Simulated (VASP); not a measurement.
# HfO2 (Pnma) in VASP: a series of runs

Runs on HfO2. Level: PBE. Tasks: dielectric tensor, optical spectrum.

Program: VASP 6.6.1. These are calculated values, not measurements. Logs are shortened: lines on timing, memory, paths and dates and some standing lists are left out, and cuts for length are marked.

## 1. The crystal as given

It takes space group Pnma (No. 62, orthorhombic). Conventional cell: a = 5.556 Å, b = 3.334 Å, c = 6.505 Å, α = 90.00°, β = 90.00°, γ = 90.00°. Hf (site symmetry m) has 7 O at 2.14 to 2.27 Å as nearest neighbours. O (site symmetry m) is surrounded by 4 Hf at 2.14 to 2.17 Å. O (site symmetry m) is surrounded by 3 Hf at 2.16 to 2.27 Å.

Measurements of this composition are mostly on another form, of space group No. 14.

## 2. Dielectric tensor, PBE

File INCAR:

```
SYSTEM = HfO2
PREC     = Accurate       ! precision mode
ENCUT    = 520            ! plane-wave cutoff, eV
EDIFF    = 1E-8           ! SCF threshold, eV
ISMEAR   = 0              ! smearing method
SIGMA    = 0.02           ! smearing width, eV
LREAL    = .False.        ! projectors in reciprocal space
LASPH    = .True.         ! aspherical terms in the spheres
NELM     = 80             ! most SCF steps
ALGO     = Normal         ! electronic algorithm
ISIF     = 2              ! what is computed and relaxed
LWAVE    = .False.        ! write WAVECAR
LCHARG   = .False.        ! write CHGCAR
GGA      = PE             ! functional
LEPSILON = .True.         ! dielectric tensor by DFPT
```

File KPOINTS:

```
Automatic mesh
0
Gamma
  3 5 3
  0 0 0
```

File POSCAR:

```
HfO2
1.0
    5.5563950000      0.0000000000      0.0000000000
    0.0000000000      3.3335970000      0.0000000000
    0.0000000000      0.0000000000      6.5049950000
Hf O
4 8
Direct
    0.7486820000      0.7500000000      0.6078710000
    0.2513180000      0.2500000000      0.3921290000
    0.2486820000      0.7500000000      0.8921290000
    0.7513180000      0.2500000000      0.1078710000
    0.6394990000      0.2500000000      0.4234000000
    0.3605010000      0.7500000000      0.5766000000
    0.1394990000      0.2500000000      0.0766000000
    0.8605010000      0.7500000000      0.9234000000
    0.5207940000      0.2500000000      0.8414530000
    0.4792060000      0.7500000000      0.1585470000
    0.0207940000      0.2500000000      0.6585470000
    0.9792060000      0.7500000000      0.3414530000
```

Potentials or basis: VASP PAW PBE potentials, release 64 (Hf_pv, O).

Command:

```sh
$ cat potpaw_PBE.64/Hf_pv/POTCAR potpaw_PBE.64/O/POTCAR > POTCAR
$ mpirun -np 1 vasp_std > vasp.out
```

OUTCAR:

```text
SYSTEM = HfO2
   PREC = Accurate
   ENCUT = 520
   EDIFF = 1E-8
   ISMEAR = 0
   LREAL = .False.
   LASPH = .True.
   NELM = 80
   ISIF = 2
   GGA = PE
   LEPSILON = .True.

 ion  position               nearest neighbor table
   1  0.749  0.750  0.608-   5 2.14   5 2.14   8 2.14  12 2.16   6 2.17  11 2.27  11 2.27   9 2.59
                             9 2.59   3 3.34   3 3.34   2 3.52   2 3.52   2 3.54   2 3.54   4 3.65
   2  0.251  0.250  0.392-   6 2.14   6 2.14   7 2.14  11 2.16   5 2.17  12 2.27  12 2.27  10 2.59
                            10 2.59   4 3.34   4 3.34   1 3.52   1 3.52   1 3.54   1 3.54   3 3.65
   3  0.249  0.750  0.892-   7 2.14   7 2.14   6 2.14  10 2.16   8 2.17   9 2.27   9 2.27  11 2.59
                            11 2.59   1 3.34   1 3.34   4 3.52   4 3.52   4 3.54   4 3.54   2 3.65
   4  0.751  0.250  0.108-   8 2.14   8 2.14   5 2.14   9 2.16   7 2.17  10 2.27  10 2.27  12 2.59
                            12 2.59   2 3.34   2 3.34   3 3.52   3 3.52   3 3.54   3 3.54   1 3.65
   5  0.639  0.250  0.423-   1 2.14   1 2.14   4 2.14   2 2.17
   6  0.361  0.750  0.577-   2 2.14   2 2.14   3 2.14   1 2.17
   7  0.139  0.250  0.077-   3 2.14   3 2.14   2 2.14   4 2.17
   8  0.861  0.750  0.923-   4 2.14   4 2.14   1 2.14   3 2.17
   9  0.521  0.250  0.841-   4 2.16   3 2.27   3 2.27   1 2.59   1 2.59
  10  0.479  0.750  0.159-   3 2.16   4 2.27   4 2.27   2 2.59   2 2.59
  11  0.021  0.250  0.659-   2 2.16   1 2.27   1 2.27   3 2.59   3 2.59
  12  0.979  0.750  0.341-   1 2.16   2 2.27   2 2.27   4 2.59   4 2.59

  LATTYP: Found a simple orthorhombic cell.
 ALAT       =     3.3335970000
 B/A-ratio  =     1.6667866572
 C/A-ratio  =     1.9513441487

  Lattice vectors:

 A1 = (   0.0000000000,  -3.3335970000,   0.0000000000)
 A2 = (   5.5563950000,   0.0000000000,   0.0000000000)
 A3 = (   0.0000000000,   0.0000000000,   6.5049950000)

Analysis of symmetry for initial positions (statically):
=====================================================================
 Subroutine PRICEL returns:
 Original cell was already a primitive cell.

 Routine SETGRP: Setting up the symmetry group for a
 simple orthorhombic supercell.

 Subroutine GETGRP returns: Found  8 space group operations
 (whereof  2 operations were pure point group operations)
 out of a pool of  8 trial point group operations.

The static configuration has the point symmetry S_2 .
 The point group associated with its full space group is D_2h.

Analysis of symmetry for dynamics (positions and initial velocities):
=====================================================================
 Subroutine PRICEL returns:
 Original cell was already a primitive cell.

 Routine SETGRP: Setting up the symmetry group for a
 simple orthorhombic supercell.

 Subroutine GETGRP returns: Found  8 space group operations
 (whereof  2 operations were pure point group operations)
 out of a pool of  8 trial point group operations.

The dynamic configuration has the point symmetry S_2 .
 The point group associated with its full space group is D_2h.

 Subroutine INISYM returns: Found  8 space group operations
 (whereof  2 operations are pure point group operations),
 and found     1 'primitive' translations

----------------------------------------------------------------------------------------

                                     Primitive cell

  volume of cell :     120.4906

  direct lattice vectors                    reciprocal lattice vectors
     5.556395000  0.000000000  0.000000000     0.179972806  0.000000000  0.000000000
     0.000000000  3.333597000  0.000000000     0.000000000  0.299976272  0.000000000
     0.000000000  0.000000000  6.504995000     0.000000000  0.000000000  0.153728020

  length of vectors
     5.556395000  3.333597000  6.504995000     0.179972806  0.299976272  0.153728020

  position of ions in fractional coordinates (direct lattice)
     0.748682000  0.750000000  0.607871000
     0.251318000  0.250000000  0.392129000
     0.248682000  0.750000000  0.892129000
     0.751318000  0.250000000  0.107871000
[... 795 lines left out ...]
  -------------------------------------------------------------------------------------
  Total       -0.3207896     -0.3539989     -0.3086327     -0.0000000      0.0000000      0.0000000
  in kB       -4.2655757     -4.7071640     -4.1039242     -0.0000000      0.0000000      0.0000000
  external PRESSURE =      -4.3588880 kB  Pullay stress =       0.0000000 kB

 VOLUME and BASIS-vectors are now :
 -----------------------------------------------------------------------------
  energy-cutoff  :      520.00
  volume of cell :      120.49
      direct lattice vectors                 reciprocal lattice vectors
     5.556395000  0.000000000  0.000000000     0.179972806  0.000000000  0.000000000
     0.000000000  3.333597000  0.000000000     0.000000000  0.299976272  0.000000000
     0.000000000  0.000000000  6.504995000     0.000000000  0.000000000  0.153728020

 POSITION                                       TOTAL-FORCE (eV/Angst)
 -----------------------------------------------------------------------------------
      4.15997      2.50020      3.95420         0.006047     -0.000000     -0.011764
      1.39642      0.83340      2.55080        -0.006047      0.000000      0.011764
      1.38178      2.50020      5.80329         0.006047      0.000000      0.011764
      4.17462      0.83340      0.70170        -0.006047      0.000000     -0.011764
      3.55331      0.83340      2.75421        -0.001518      0.000000      0.001657
      2.00309      2.50020      3.75078         0.001518      0.000000     -0.001657
      0.77511      0.83340      0.49828        -0.001518     -0.000000     -0.001657
      4.78128      2.50020      6.00671         0.001518      0.000000      0.001657
      2.89374      0.83340      5.47365        -0.002391     -0.000000      0.011517
      2.66266      2.50020      1.03135         0.002391     -0.000000     -0.011517
      0.11554      0.83340      4.28384        -0.002391     -0.000000     -0.011517
      5.44086      2.50020      2.22115         0.002391      0.000000      0.011517
 -----------------------------------------------------------------------------------
    total drift:                                0.000000      0.000000      0.000000

  FREE ENERGIE OF THE ION-ELECTRON SYSTEM (eV)
  ---------------------------------------------------
  free  energy   TOTEN  =      -120.3824873722 eV

  energy  without entropy=     -120.3824873722  energy(sigma->0) =     -120.38248737

 HEAD OF MICROSCOPIC STATIC DIELECTRIC TENSOR (INDEPENDENT PARTICLE, excluding Hartree and local field effects)
 ------------------------------------------------------
           5.859480     0.000000     0.000000
           0.000000     5.690134     0.000000
           0.000000     0.000000     5.814651
 ------------------------------------------------------

 Free energy of the ion-electron system (eV)
  ---------------------------------------------------
  ---------------------------------------------------
  free energy    TOTEN  =        -1.68699051 eV

  energy without entropy =       -1.68699051

------------------------ aborting loop because EDIFF is reached ----------------------------------------

--------------------------------------- Ionic step        2  -------------------------------------------

------------------------ aborting loop because EDIFF is reached ----------------------------------------

--------------------------------------- Ionic step        3  -------------------------------------------

 Free energy of the ion-electron system (eV)
  ---------------------------------------------------
  ---------------------------------------------------
  free energy    TOTEN  =        -1.66322420 eV

  energy without entropy =       -1.66322420

------------------------ aborting loop because EDIFF is reached ----------------------------------------

 PIEZOELECTRIC TENSOR FIELD DIRECTION 3  (e Angst)
 -----------------------------------------------------------------------------
     0.00088  0.00000  0.00000           (  0.00000  0.00000  0.00000)
     0.00000 -0.00228  0.00000           (  0.00000  0.00001  0.00000)
     0.00000  0.00000  0.00280           (  0.00000  0.00000  0.00000)

 PIEZOELECTRIC TENSOR FIELD DIRECTION 3  (C/m^2)
 -----------------------------------------------------------------------------
     0.00012  0.00000  0.00000
     0.00000 -0.00030  0.00000
     0.00000  0.00000  0.00037

 MACROSCOPIC STATIC DIELECTRIC TENSOR (including local field effects in DFT)
 ------------------------------------------------------
           5.734414     0.000000     0.000000
           0.000000     5.578665     0.000000
           0.000000     0.000000     5.667914
 ------------------------------------------------------

 PIEZOELECTRIC TENSOR (including local field effects)  for field in x, y, z        (e  Angst)
          XX          YY          ZZ          XY          YZ          ZX
  --------------------------------------------------------------------------------
  x     0.00000     0.00000     0.00000     0.00000     0.00000     0.00000
  y     0.00000     0.00000     0.00000     0.00000     0.00000     0.00000
  z     0.00000     0.00000     0.00000     0.00000     0.00000     0.00000

 PIEZOELECTRIC TENSOR (including local field effects)  for field in x, y, z        (C/m^2)
          XX          YY          ZZ          XY          YZ          ZX
  --------------------------------------------------------------------------------
  x     0.00000     0.00000     0.00000     0.00000     0.00000     0.00000
  y     0.00000     0.00000     0.00000     0.00000     0.00000     0.00000
  z     0.00000     0.00000     0.00000     0.00000     0.00000     0.00000

 BORN EFFECTIVE CHARGES (including local field effects) (in |e|, cummulative output)
 ---------------------------------------------------------------------------------
 ion    1
    1     5.03722     0.00000    -0.00077
    2     0.00000     4.95958     0.00000
    3     0.07084     0.00000     5.02108
 ion    2
    1     5.03722    -0.00000    -0.00077
    2     0.00000     4.95958     0.00000
    3     0.07084     0.00000     5.02108
 ion    3
    1     5.03722     0.00000     0.00077
    2     0.00000     4.95958     0.00000
    3    -0.07084     0.00000     5.02108
 ion    4
    1     5.03722     0.00000     0.00077
    2     0.00000     4.95958     0.00000
    3    -0.07084     0.00000     5.02108
 ion    5
[... 16 lines left out ...]
    1    -2.61620     0.00000    -0.09064
    2     0.00000    -2.63645     0.00000
    3     0.04103    -0.00000    -2.32603
 ion   10
    1    -2.61620     0.00000    -0.09064
    2     0.00000    -2.63645     0.00000
    3     0.04103    -0.00000    -2.32603
 ion   11
    1    -2.61620     0.00000     0.09064
    2     0.00000    -2.63645     0.00000
    3    -0.04103     0.00000    -2.32603
 ion   12
    1    -2.61620    -0.00000     0.09064
    2     0.00000    -2.63645     0.00000
    3    -0.04103    -0.00000    -2.32603
```

It took 10 min on 1 thread of Intel Xeon Platinum 8488C (Sapphire Rapids), shared host; peak memory 0.37 GiB.

Results:

```yaml
Band_gap_on_the_k_mesh: 3.40 eV, direct
Electronic_dielectric_tensor_diagonal: 5.73, 5.58, 5.67
Born_charges_mean_of_the_diagonal: Hf +5.01; O -2.48, -2.53 e
```

Levels at points of the mesh, in eV from the valence-band top:
| k point | band 41 | band 42 | band 43 | band 44 | band 45 | band 46 | band 47 | band 48 |
| --- | --- | --- | --- | --- | --- | --- | --- | --- |
| (0.00, 0.00, 0.00) | -0.83 | -0.34 | -0.05 | 0.00 | 3.40 | 4.33 | 4.42 | 4.95 |

Electronic dielectric tensor:
```
5.73 0.00 0.00
0.00 5.58 0.00
0.00 0.00 5.67
```

Born effective charge tensors (e):
atom 1, Hf
```
5.04 0.00 0.00
0.00 4.96 0.00
0.07 0.00 5.02
```
atom 2, Hf
```
5.04 0.00 0.00
0.00 4.96 0.00
0.07 0.00 5.02
```
atom 3, Hf
```
 5.04  0.00  0.00
 0.00  4.96  0.00
-0.07  0.00  5.02
```
atom 4, Hf
```
 5.04  0.00  0.00
 0.00  4.96  0.00
-0.07  0.00  5.02
```
atom 5, O
```
-2.42  0.00 -0.21
 0.00 -2.32  0.00
-0.22  0.00 -2.70
```
atom 6, O
```
-2.42  0.00 -0.21
 0.00 -2.32  0.00
-0.22  0.00 -2.70
```
atom 7, O
```
-2.42  0.00  0.21
 0.00 -2.32  0.00
 0.22  0.00 -2.70
```
atom 8, O
```
-2.42  0.00  0.21
 0.00 -2.32  0.00
 0.22  0.00 -2.70
```
atom 9, O
```
-2.62  0.00 -0.09
 0.00 -2.64  0.00
 0.04  0.00 -2.33
```
atom 10, O
```
-2.62  0.00 -0.09
 0.00 -2.64  0.00
 0.04  0.00 -2.33
```
atom 11, O
```
-2.62  0.00  0.09
 0.00 -2.64  0.00
-0.04  0.00 -2.33
```
atom 12, O
```
-2.62  0.00  0.09
 0.00 -2.64  0.00
-0.04  0.00 -2.33
```

Caveat: spin-orbit coupling is left out, which moves the levels of the heavy elements; an odd mesh through Γ misses points on the zone boundary, where band edges often lie. PBE gaps usually lie below the measured ones, often by a third to a half.

[end of part 1 of 2]
